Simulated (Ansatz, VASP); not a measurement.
# Two plane-wave programs on Re

Contents of INCAR:

```
SYSTEM = Re
PREC = Accurate ; ENCUT = 520
EDIFF = 1E-8 ; ISMEAR = -1
SIGMA = 0.05 ; LREAL = .False.
LASPH = .True. ; NELM = 100
ALGO = Normal ; ISIF = 2
LWAVE = .False. ; LCHARG = .False.
GGA = PE ; LEFG = .True.
NBANDS = 10
```

File KPOINTS:

```
Automatic mesh
0
Gamma
  14 14 14
  0 0 0
```

The input POSCAR:

```
Re
1.0
    0.0000000000      1.9750000000      1.9750000000
    1.9750000000      0.0000000000      1.9750000000
    1.9750000000      1.9750000000      0.0000000000
Re
1
Direct
    0.0000000000      0.0000000000      0.0000000000
```

Input for Ansatz:

```yaml
crystal:
  lattice:
    - [0.0, 1.975, 1.975]
    - [1.975, 0.0, 1.975]
    - [1.975, 1.975, 0.0]
  atoms:
    - { symbol: Re, position: [0.0, 0.0, 0.0] }
kpoints:
  mp_grid: { grid: [14, 14, 14] }
  band_path:
    path:
      - [0.0, 0.0, 0.0]
      - [0.5, 0.0, 0.5]
      - [0.625, 0.25, 0.625]
      - [0.375, 0.375, 0.75]
      - [0.0, 0.0, 0.0]
      - [0.5, 0.5, 0.5]
      - [0.5, 0.25, 0.75]
      - [0.5, 0.0, 0.5]
    npoints: 14
scf:
  occupations: { method: fermi_dirac, width: 0.05 }
hamiltonian:
  xc: pbe
  pseudopotentials: { kind: paw }
output:
  forces: true
  stress: true
  eigenvalues: true
  efg: { contact_densities: true }
  populations: true
  bader: true
  dos: { projected: true, de: 0.2, e_range: [-14, 8] }
  write_density: true
  write_potential: true
  elf: true
  volumetric_format: npy
```

Alike in both runs: task electric field gradients; functional PBE; k mesh 14 × 14 × 14; occupations fermi-dirac, width 0.05 eV; no spin polarisation.

|  | VASP | Ansatz |
| --- | --- | --- |
| version | VASP 6.6.1 | Ansatz 0.2.0 |
| potentials or method | VASP PAW PBE potentials, release 64 (Re) | PAW with Ansatz's default frozen-core files, scalar-relativistic |
| plane-wave cutoff (eV) | 520 | 420 |
| valence electrons in the cell | 7 | 15 |

|  | VASP | Ansatz | Ansatz less VASP |
| --- | --- | --- | --- |
| pressure (GPa) | -9.8 | -9.1 | +0.68 |
| Vzz of the field gradient on the site that differs most (V/Å²) | 0.0 | 0.0 | 0.00 |

The two sets of potentials don't hold the same shells in valence. Ansatz warned: «gradients_without_spin_orbit».

Spin-orbit coupling is left out, which matters for the levels of Re.
